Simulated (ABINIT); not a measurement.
# AlN (P6_3mc) in ABINIT: notebook

The runs below take AlN through relaxation of cell and atoms, single point, with PBEsol, PBE, LDA.

Everything below comes from runs of ABINIT 10.8.3 (patched build). Logs are shortened: lines on timing, memory, paths and dates and some standing lists are left out, and cuts for length are marked. The log counts tension as positive stress, the text compression.

**The experiment to reproduce.**

From “Structural and optical properties of self-assembled AlN nanowires grown on SiO2/Si substrates by molecular beam epitaxy”, 2024, arxiv:2402.00216, for a bulk crystal of AlN at 0 K: band gap 6.0343 eV (an exciton energy, a little under the gap).

From “Self-assembly of well-separated AlN nanowires directly on sputtered metallic TiN films”, 2019, arxiv:1910.07391, for a bulk crystal of AlN at 10 K: band gap 6.034 eV (an exciton energy, a little under the gap).

How close the calculation comes is told below.

### 1 Starting point

Symmetry: P6_3mc, No. 186, hexagonal system. The conventional cell has a = 3.113 Å, b = 3.113 Å, c = 4.981 Å, α = 90.00°, β = 90.00°, γ = 120.00°. Al (site symmetry 3m) is surrounded by 4 N at 1.89 Å. Around N (site symmetry 3m) lie 4 Al at 1.89 Å.

### 2 Relaxation of cell and atoms, PBEsol

run.abi

```
# Pseudopotentials
pp_dirpath "./"
pseudos "Al.GGA_PBE-JTH.xml, N.GGA_PBE-JTH.xml"

# Structure
acell 3*1.0
rprim
     5.8827174260     0.0000000000     0.0000000000
    -2.9413587130     5.0945827342     0.0000000000
     0.0000000000     0.0000000000     9.4127258268
ntypat 2
znucl 13 7
natom 4
typat 1 1 2 2
chkprim 0
chksymtnons 0
tolsym 1.0e-6
xred
            2/3            1/3            1/2
            1/3            2/3            0.0
            2/3            1/3   0.8800000000
            1/3            2/3   0.3800000000

# Plane-wave basis
ecut 20.0
pawecutdg 40.0
ecutsm 0.5

# k points
kptopt 1
ngkpt 8 8 4
nshiftk 1
shiftk 0.0 0.0 0.0

# Exchange and correlation
ixc -116133

# Bands and occupations
nband 12
occopt 3
tsmear 0.00183747

# SCF cycle
nstep 80
tolvrs 1.0e-12

# Output
iomode 3
prteig 0
prtebands 0
prtwf 0
prtden 0

# Relaxation
ionmov 22
optcell 2
ntime 50
tolmxf 2.0e-5
dilatmx 1.08
```

Potentials or basis: JTH PAW PBE v2.0.

On the command line:

```bash
$ abinit run.abi > log 2>&1
```

run.abo:

```text
.Version 10.8.3 of ABINIT
 Symmetries : space group P6_3 m c (#186); Bravais hP (primitive hexag.)
================================================================================
 Values of the parameters that define the memory need of the present run
     intxc =       0    ionmov =      22      iscf =      17    lmnmax =       8
     lnmax =       4     mgfft =      45  mpssoang =       2    mqgrid =    3001
     natom =       4  nloc_mem =       2    nspden =       1   nspinor =       1
    nsppol =       1      nsym =      12    n1xccc =       1    ntypat =       2
    occopt =       3   xclevel =       2
       mpw =        1546          nfft =       32805          nkpt =          30
 PAW method is used; the additional fine FFT grid is defined by:
   mgfftf=        60    nfftf =     96000
================================================================================
================================================================================

--------------------------------------------------------------------------------
------------- Echo of variables that govern the present computation ------------
--------------------------------------------------------------------------------
 -outvars: echo values of preprocessed input variables --------
            acell      1.0000000000E+00  1.0000000000E+00  1.0000000000E+00 Bohr
              amu      2.69815390E+01  1.40067400E+01
          chkprim           0
      chksymtnons           0
          dilatmx      1.08000000E+00
             ecut      2.00000000E+01 Hartree
           ecutsm      5.00000000E-01 Hartree
           ionmov          22
              ixc     -116133
         kptrlatt        8    0    0      0    8    0      0    0    4
          kptrlen      3.76509033E+01
            natom           4
            nband          12
            ngfft          27      27      45
          ngfftdg          40      40      60
             nkpt          30
            nstep          80
             nsym          12
            ntime          50
           ntypat           2
           occopt           3
          optcell           2
        pawecutdg      4.00000000E+01 Hartree
         pawxcdev           0
           prtden           0
        prtebands           0
           prteig           0
            prtwf           0
            rprim      5.8827174260E+00  0.0000000000E+00  0.0000000000E+00
                      -2.9413587130E+00  5.0945827342E+00  0.0000000000E+00
                       0.0000000000E+00  0.0000000000E+00  9.4127258268E+00
          spgroup         186
           tolmxf      2.00000000E-05
           tolsym      1.00000000E-06
           tolvrs      1.00000000E-12
           tsmear      1.83747000E-03 Hartree
            typat      1  1  2  2
           useylm           1
           xangst      1.5564999990E+00  8.9864569339E-01  2.4904999983E+00
                      -1.8435089672E-17  1.7972913868E+00  0.0000000000E+00
                       1.5564999990E+00  8.9864569339E-01  4.3832799970E+00
                      -1.8435089672E-17  1.7972913868E+00  1.8927799987E+00
            xcart      2.9413587130E+00  1.6981942447E+00  4.7063629134E+00
                      -3.4837270587E-17  3.3963884895E+00  0.0000000000E+00
                       2.9413587130E+00  1.6981942447E+00  8.2831987276E+00
                      -3.4837270587E-17  3.3963884895E+00  3.5768358142E+00
             xred      6.6666666667E-01  3.3333333333E-01  5.0000000000E-01
                       3.3333333333E-01  6.6666666667E-01  0.0000000000E+00
                       6.6666666667E-01  3.3333333333E-01  8.8000000000E-01
                       3.3333333333E-01  6.6666666667E-01  3.8000000000E-01
            znucl       13.00000    7.00000

================================================================================

 chkinp: Checking input parameters for consistency.

================================================================================
== DATASET  1 ==================================================================

--- !DatasetInfo
iteration_state: {dtset: 1, }
dimensions: {natom: 4, nkpt: 30, mband: 12, nsppol: 1, nspinor: 1, nspden: 1, mpw: 1546, }
cutoff_energies: {ecut:  20.0, pawecutdg:  40.0, }
electrons: {nelect:   1.60000000E+01, charge:   0.00000000E+00, occopt:   3.00000000E+00, tsmear:   1.83747000E-03, }
meta: {optdriver: 0, ionmov: 22, optcell: 2, iscf: 17, paral_kgb: 0, }
...

 Real(R)+Recip(G) space primitive vectors, cartesian coordinates (Bohr,Bohr^-1):
 R(1)=  5.8827174  0.0000000  0.0000000  G(1)=  0.1699895  0.0981435  0.0000000
 R(2)= -2.9413587  5.0945827  0.0000000  G(2)=  0.0000000  0.1962869  0.0000000
[... 38 lines left out ...]

--- Iteration: ( 1/50) Internal Cycle: (1/1)
--------------------------------------------------------------------------------

---SELF-CONSISTENT-FIELD CONVERGENCE--------------------------------------------
[... 21 lines left out ...]
    3       0.000000000000      0.000000000000      0.000432936566
    4       0.000000000000      0.000000000000      0.000432936566

 cartesian coordinates (angstrom) at end:
    1      1.55934126816533     0.90028610093349     2.48959016464595
    2     -0.00000000000000     1.80057220186699    -0.00496661486602
    3      1.55934126816533     0.90028610093349     4.39538654680709
    4     -0.00000000000000     1.80057220186699     1.90082976729512

 cartesian forces (hartree/bohr) at end:
    1     -0.00000000000000    -0.00000000000000     0.00000031446575
    2      0.00000000000000     0.00000000000000     0.00000031446575
    3      0.00000000000000     0.00000000000000    -0.00000031446575
    4      0.00000000000000     0.00000000000000    -0.00000031446575
 frms,max,avg= 1.8155689E-07 3.1446575E-07   0.000E+00  0.000E+00 -4.561E-05 h/b

 cartesian forces (eV/Angstrom) at end:
    1     -0.00000000000000    -0.00000000000000     0.00001617047903
    2      0.00000000000000     0.00000000000000     0.00001617047903
    3      0.00000000000000     0.00000000000000    -0.00001617047903
    4      0.00000000000000     0.00000000000000    -0.00001617047903
 frms,max,avg= 9.3360304E-06 1.6170479E-05   0.000E+00  0.000E+00 -2.345E-03 e/A
 length scales=  5.893455867316  5.893455867315  9.428058237608 bohr
              =  3.118682536331  3.118682536330  4.989113559024 angstroms
 Fermi (or HOMO) energy (hartree) =   0.31801   Average Vxc (hartree)=  -0.39754
 Eigenvalues (hartree) for nkpt=  30  k points:
 kpt#   1, nband= 12, wtk=  0.00391, kpt=  0.0000  0.0000  0.0000 (reduced coord)
  -0.29583   -0.21609    0.03903    0.22919    0.22919    0.25343    0.25343    0.26165
   0.40992    0.49927    0.64610    0.66426
      occupation numbers for kpt#   1
   2.00000    2.00000    2.00000    2.00000    2.00000    2.00000    2.00000    2.00000
   0.00000    0.00000    0.00000    0.00000
 prteigrs : prtvol=0 or 1, do not print more k-points.

--- !EnergyTerms
iteration_state     : {dtset: 1, itime: 21, icycle: 1, }
comment             : Components of total free energy in Hartree
kinetic             :  1.39281519813088E+01
hartree             :  5.65711361329780E+00
xc                  : -7.65703102013066E+00
Ewald energy        : -2.17052132541287E+01
psp_core            : -6.30578186970888E-02
local_psp           : -1.81783890405161E+01
PAW spherical_terms :  3.62193905535882E+00
internal            : -2.43964864835072E+01
'-kT*entropy'       :  1.25327346604707E-15
total_energy        : -2.43964864835072E+01
total_energy_eV     : -6.63862216747568E+02
...

--- !EnergyTermsDC
iteration_state     : {dtset: 1, itime: 21, icycle: 1, }
comment             : '"Double-counting" decomposition of free energy'
band_energy         :  1.08579420362847E+00
Ewald energy        : -2.17052132541287E+01
psp_core            : -6.30578186970888E-02
xc_dc               : -4.52766236140316E+00
PAW spherical_terms :  8.13652754103570E-01
internal            : -2.43964864764969E+01
'-kT*entropy'       :  1.25327346604707E-15
total_energy_dc     : -2.43964864764969E+01
total_energy_dc_eV  : -6.63862216556810E+02
...

--- !EnergyTermsWithPAWCore
iteration_state     : {dtset: 1, itime: 21, icycle: 1, }
comment             : 'Components of total free energy, including PAW core contributions'
Total energy        : -5.94014512610342E+02
Total energy DC     : -5.94014512603331E+02
Total energy (eV)   : -1.61639583383582E+04
Total energy DC (eV): -1.61639583381674E+04
...

 rms coord change=  5.7475E-04   atom, delta coord (reduced):
     1        0.000000000000      0.000000000000     -0.000995490443
     2        0.000000000000      0.000000000000     -0.000995490443
     3        0.000000000000      0.000000000000      0.000995490443
     4        0.000000000000      0.000000000000      0.000995490443

 Cartesian components of stress tensor (hartree/bohr^3)
  sigma(1 1)=  2.61225708E-08  sigma(3 2)=  0.00000000E+00
  sigma(2 2)=  2.61225707E-08  sigma(3 1)=  0.00000000E+00
  sigma(3 3)= -5.40129159E-08  sigma(2 1)=  0.00000000E+00

-Cartesian components of stress tensor (GPa)         [Pressure=  1.7337E-05 GPa]
- sigma(1 1)=  7.68552568E-04  sigma(3 2)=  0.00000000E+00
- sigma(2 2)=  7.68552564E-04  sigma(3 1)=  0.00000000E+00
- sigma(3 3)= -1.58911485E-03  sigma(2 1)=  0.00000000E+00

== END DATASET(S) ==============================================================
================================================================================

 -outvars: echo values of variables after computation  --------
            acell      5.8934558673E+00  5.8934558673E+00  9.4280582376E+00 Bohr
           etotal     -2.4396486476E+01
            fcart     -1.0708296429E-30 -6.1824378258E-31  3.1446575008E-07
                       3.5694321430E-31  2.0608126086E-31  3.1446575008E-07
                       3.5694321430E-31  2.0608126086E-31 -3.1446575008E-07
                       3.5694321430E-31  2.0608126086E-31 -3.1446575008E-07
            rprim      1.0000000000E+00  0.0000000000E+00  0.0000000000E+00
                      -5.0000000000E-01  8.6602540378E-01  0.0000000000E+00
                       0.0000000000E+00  0.0000000000E+00  1.0000000000E+00
           strten      2.6122570829E-08  2.6122570707E-08 -5.4012915872E-08
                       0.0000000000E+00  0.0000000000E+00  0.0000000000E+00
           xangst      1.5593412682E+00  9.0028610093E-01  2.4895901646E+00
                      -2.1437514551E-16  1.8005722019E+00 -4.9666148660E-03
                       1.5593412682E+00  9.0028610093E-01  4.3953865468E+00
                      -2.1437514551E-16  1.8005722019E+00  1.9008297673E+00
             xred      6.6666666667E-01  3.3333333333E-01  4.9900450956E-01
                       3.3333333333E-01  6.6666666667E-01 -9.9549044279E-04
                       6.6666666667E-01  3.3333333333E-01  8.8099549044E-01
                       3.3333333333E-01  6.6666666667E-01  3.8099549044E-01
 Calculation completed.
```

Run time: 6.6 min. Hardware: 1 thread of Arm Neoverse V2, shared host; peak memory 0.12 GiB.

What came out:

```
Free energy            : -663.8622 eV
Band gap on the k mesh : 4.03 eV, direct
```

Caveat: the cutoff is too short for stress, so the log's stress isn't used; the PAW data sets were made with another functional, which shifts forces and pressure a little. A k mesh can miss the band edges.

### 3 Single point, PBEsol

run.abi

```
pp_dirpath "./"
pseudos "Al.upf, N.upf"

acell 3.113 3.113 4.981 Angstrom
rprim
     1.0000000000     0.0000000000     0.0000000000
    -0.5000000000     0.8660254038     0.0000000000
     0.0000000000     0.0000000000     1.0000000000
ntypat 2
znucl 13 7
natom 4
typat 1 1 2 2
xcart
     1.5565000002     0.8986456939     2.4905000000
    -0.0000000002     1.7972913881     0.0000000000
     1.5565000002     0.8986456939     4.3832800000
    -0.0000000002     1.7972913881     1.8927800000 Angstrom

ecut 36.0

kptopt 1
ngkpt 8 8 4
nshiftk 1
shiftk 0.0 0.0 0.0

ixc -116133

nband 12
occopt 3
tsmear 0.05 eV

nstep 100
tolvrs 1.0e-10

iomode 3
prtwf 0
prteig 0
prtebands 0
enunit 2
prtden 1
prtvha 1
prtvclmb 1
prtpot 1
prtelf 1
```

Potentials or basis: PseudoDojo NC SR PBEsol v0.4 stringent.

On the command line:

```bash
$ abinit run.abi > log 2>&1
```

Run time: 30 s. Hardware: 1 thread of Arm Neoverse V1, shared host; peak memory 0.08 GiB.

Results (log left out):

```yaml
Free_energy: -694.6940 eV
Pressure: -0.3 GPa
Largest_force: 0.132 eV/Å
Band_gap_on_the_k_mesh: 4.14 eV, direct
Valence_electrons_inside_the_program's_atomic_spheres: Al 1.11; N 5.35
```

Forces on the atoms (eV/Å):
```
Al   0.000  0.000 -0.132
Al   0.000  0.000 -0.132
N    0.000  0.000  0.132
N    0.000  0.000  0.132
```

Stress tensor (GPa, compression positive):
```
-0.82  0.00  0.00
 0.00 -0.82  0.00
 0.00  0.00  0.71
```

Levels at points of the mesh, in eV from the valence-band top:
| k point | band 4 | band 5 | band 6 | band 7 | band 8 | band 9 | band 10 | band 11 | band 12 |
| --- | --- | --- | --- | --- | --- | --- | --- | --- | --- |
| (0.00, 0.00, 0.00) | -0.84 | -0.84 | -0.18 | -0.18 | 0.00 | 4.14 | 6.57 | 10.71 | 11.07 |
| (0.50, 0.00, 0.00) | -4.17 | -3.37 | -2.08 | -1.80 | -0.66 | 5.69 | 5.70 | 8.10 | 10.66 |
| (0.00, 0.00, 0.50) | -3.35 | -0.52 | -0.52 | -0.52 | -0.52 | 6.38 | 6.38 | 10.22 | 10.22 |
| (0.50, 0.00, 0.50) | -5.63 | -1.45 | -1.45 | -1.37 | -1.37 | 5.20 | 5.20 | 9.19 | 9.19 |

### 4 Single point, PBE

run.abi

```
# Pseudopotentials
pp_dirpath "./"
pseudos "Al.upf, N.upf"

# Structure
acell 3*1.0 Angstrom
rprim
     3.1130000000     0.0000000000     0.0000000000
    -1.5565000000     2.6959370820     0.0000000000
     0.0000000000     0.0000000000     4.9810000000
ntypat 2
znucl 13 7
natom 4
typat 1 1 2 2
xred
     0.6666666667     0.3333333333     0.5000000000
     0.3333333333     0.6666666667     0.0000000000
     0.6666666667     0.3333333333     0.8800000000
     0.3333333333     0.6666666667     0.3800000000

# Plane-wave basis
ecut 36.0

# k points
kptopt 1
ngkpt 8 8 4
nshiftk 1
shiftk 0.0 0.0 0.0

# Exchange and correlation
ixc 11

# Bands and occupations
nband 12
occopt 3
tsmear 0.00183747

# SCF cycle
nstep 100
tolvrs 1.0e-10

# Output
iomode 3
prtwf 0
prtden 0
prteig 0
prtebands 0
enunit 1
```

Potentials or basis: PseudoDojo NC SR PBE v0.4.1 standard.

On the command line:

```bash
$ abinit run.abi > log 2>&1
```

Wall time 28 s (1 thread of Arm Neoverse V1, shared host); peak memory 0.08 GiB.

The run converged. Its results:

```yaml
Free_energy: -696.2887 eV
Pressure: 2.9 GPa
Largest_force: 0.131 eV/Å
Band_gap_on_the_k_mesh: 4.22 eV, direct
Valence_electrons_inside_the_program's_atomic_spheres: Al 1.10; N 5.38
```

Forces on the atoms (eV/Å):
```
Al   0.000  0.000 -0.131
Al   0.000  0.000 -0.131
N    0.000  0.000  0.131
N    0.000  0.000  0.131
```

Stress tensor (GPa, compression positive):
```
2.39 0.00 0.00
0.00 2.39 0.00
0.00 0.00 4.03
```

Levels at points of the mesh, in eV from the valence-band top:
```
           k point  band 6  band 7  band 8  band 9  band 10  band 11
(0.00, 0.00, 0.00)   -0.18   -0.18    0.00    4.22     6.68    10.83
(0.50, 0.00, 0.00)   -2.06   -1.77   -0.66    5.83     5.84     8.21
(0.00, 0.00, 0.50)   -0.51   -0.51   -0.51    6.47     6.47    10.35
(0.50, 0.00, 0.50)   -1.44   -1.35   -1.35    5.34     5.34     9.32
```

### 5 Single point, LDA

Changes to run.abi since step 4:

```diff
@@ -5,7 +5,7 @@
 # Structure
-acell 3*1.0 Angstrom
+acell 3*1.0
 rprim
-     3.1130000000     0.0000000000     0.0000000000
-    -1.5565000000     2.6959370820     0.0000000000
-     0.0000000000     0.0000000000     4.9810000000
+     5.8827174260     0.0000000000     0.0000000000
+    -2.9413587130     5.0945827342     0.0000000000
+     0.0000000000     0.0000000000     9.4127258268
 ntypat 2
@@ -30,3 +30,3 @@
 # Exchange and correlation
-ixc 11
+ixc 7
 
@@ -47,2 +47 @@
 prtebands 0
-enunit 1
```

Potentials or basis: PseudoDojo NC SR LDA v0.4.1 standard.

On the command line:

```bash
$ abinit run.abi > log 2>&1
```

Wall time 23 s (1 thread of Arm Neoverse V2, shared host); peak memory 0.07 GiB.

It converged, with:

```
Free energy                                           : -698.9570 eV
Pressure                                              : -6.3 GPa
Largest force                                         : 0.114 eV/Å
Band gap on the k mesh                                : 4.26 eV, direct
Valence electrons inside the program's atomic spheres : Al 1.12; N 5.35
```

Forces on the atoms (eV/Å):
```
Al   0.000  0.000 -0.114
Al   0.000  0.000 -0.114
N    0.000  0.000  0.114
N    0.000  0.000  0.114
```

Stress tensor (GPa, compression positive):
```
-6.89  0.00  0.00
 0.00 -6.89  0.00
 0.00  0.00 -5.12
```

Levels at points of the mesh, in eV from the valence-band top:
| k point | band 6 | band 7 | band 8 | band 9 | band 10 | band 11 |
| --- | --- | --- | --- | --- | --- | --- |
| (0.00, 0.00, 0.00) | -0.18 | -0.18 | 0.00 | 4.26 | 6.56 | 10.80 |
| (0.50, 0.00, 0.00) | -2.08 | -1.79 | -0.66 | 5.70 | 5.72 | 8.11 |
| (0.00, 0.00, 0.50) | -0.52 | -0.52 | -0.52 | 6.43 | 6.43 | 10.17 |
| (0.50, 0.00, 0.50) | -1.45 | -1.36 | -1.36 | 5.24 | 5.24 | 9.14 |

### 6 Overview

```csv
task,level,potentials or basis,cell,cutoff (eV),cell freedom (optcell),optimiser (ionmov),cutoff smearing ecutsm (Ha),force stop (Ha/bohr),fine-grid cutoff,gap on the mesh (eV),pressure (GPa),largest force (eV/Å)
relaxation of cell and atoms,PBEsol,JTH PAW PBE v2.0,relaxed,544,2,22,0.5,2e-05,1088.46 eV,4.03,-,-
single point,PBEsol,PseudoDojo NC SR PBEsol v0.4 stringent,as given,980,-,-,-,-,-,4.14,-0.3,0.13
single point,PBE,PseudoDojo NC SR PBE v0.4.1 standard,as given,980,-,-,-,-,-,4.22,2.9,0.13
single point,LDA,PseudoDojo NC SR LDA v0.4.1 standard,as given,980,-,-,-,-,-,4.26,-6.3,0.11
```

Alike in all rows: no spin polarisation; k mesh 8 × 8 × 4; smearing fermi-dirac 0.05 eV.

Caveats: the PAW data sets were made with another functional, which shifts forces and pressure a little (some runs).

Absolute energies hang on the potentials; compare differences alone.

### 7 Against experiment

Step 3. A measured gap of AlN is 6.0343 eV (an exciton energy, a little under the gap; 0 K; quoted in “Structural and optical properties of self-assembled AlN nanowires grown on SiO2/Si substrates by molecular beam epitaxy”, 2024, arxiv:2402.00216); the calculated 4.14 eV misses it by -1.90 eV. 2 values of this kind are on record (6.034 to 6.0343 eV); this one was drawn at random. The value is that of PBEsol, without temperature or zero-point motion. Semilocal functionals fall short of measured gaps as a rule.

Step 4. Against the measured gap of AlN, 6.034 eV (an exciton energy, a little under the gap; 10 K; quoted in “Self-assembly of well-separated AlN nanowires directly on sputtered metallic TiN films”, 2019, arxiv:1910.07391), the calculated 4.22 eV is off by -1.81 eV. 2 values of this kind are on record (6.034 to 6.0343 eV); this one was drawn at random. The value is that of PBE, without temperature or zero-point motion. Semilocal functionals fall short of measured gaps as a rule.

Step 5. A measured gap of AlN is 6.034 eV (an exciton energy, a little under the gap; 10 K; quoted in “Self-assembly of well-separated AlN nanowires directly on sputtered metallic TiN films”, 2019, arxiv:1910.07391); the calculated 4.26 eV misses it by -1.78 eV. 2 values of this kind are on record (6.034 to 6.0343 eV); this one was drawn at random. The value is that of LDA, without temperature or zero-point motion. Semilocal functionals fall short of measured gaps as a rule.
